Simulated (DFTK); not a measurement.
The system is Ge.

```
CELL_PARAMETERS angstrom
2.71047 0.00000 0.00000
0.00000 2.71047 0.00000
0.00000 0.00000 2.71047
ATOMIC_POSITIONS crystal
Ge 0.00000 0.00000 0.00000
```

The cell was built by a generator and needn't be a form met in nature.

- Program: DFTK 0.8.2
- Task: single point
- Functional: PBE
- Potentials or basis: dojo.nc.sr.pbe.v0_4_1.standard.upf (PBE)
- Cutoff: 1061 eV
- k mesh: 10 × 10 × 10
- Occupations: fermi-dirac, width 0.05 eV
- Spin: no spin polarisation

On this cell: pressure -0.4 GPa; band gap on the k mesh none (metal or under the smearing width).

The same run follows on a disturbed copy (cell strained at random at fixed volume):

```
Ge
1.0
     2.64007   -0.03320   -0.02985
    -0.03320    2.75601   -0.02582
    -0.02985   -0.02582    2.73777
Ge
1
Direct
  0.01272 0.00517 0.01171
```

**Question.** What changes?

**Answer.** The energy (extrapolated to zero smearing) moves by +14.1 meV/atom; pressure 0.0 GPa; band gap on the k mesh none (metal or under the smearing width).

Stress tensor (GPa, compression positive):
```
 5.26  0.46  0.38
 0.46 -3.26  0.17
 0.38  0.17 -1.94
```
